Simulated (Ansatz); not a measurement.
CaO (Fm-3m), zone-centre modes

All numbers below come from DFT PBEsol, scalar-relativistic, plane waves, PAW in Ansatz 0.2.0. Settings: plane waves to 420 eV, k-mesh 9×9×8 (Γ-centred), Gaussian smearing 0.05 eV. No spin polarisation.

Reference structure (as given, not relaxed at this level):

```
CELL_PARAMETERS angstrom
0.00000 -2.44900 -2.44900
-2.44900 0.00000 -2.44900
2.44900 2.44900 -4.89800
ATOMIC_POSITIONS crystal
Ca 0.50000 0.50000 0.50000
Ca 0.00000 0.00000 0.00000
O 0.75000 0.75000 0.75000
O 0.25000 0.25000 0.25000
```

Harmonic modes by finite displacements of 0.02 Å, without the LO–TO term. The cell doubles the primitive one, so its zone centre also holds the primitive cell's point q = (0, 0, 1/2).

(1) At this geometry, is the structure stable against these modes?

(2) List the wavenumbers in cm⁻¹.

Results:

(1) Yes: no mode is imaginary beyond 10 cm⁻¹, and only the three translations lie near zero.

(2) 0, 0, 0, 147, 147, 213, 213, 213, 258, 259, 343, 429.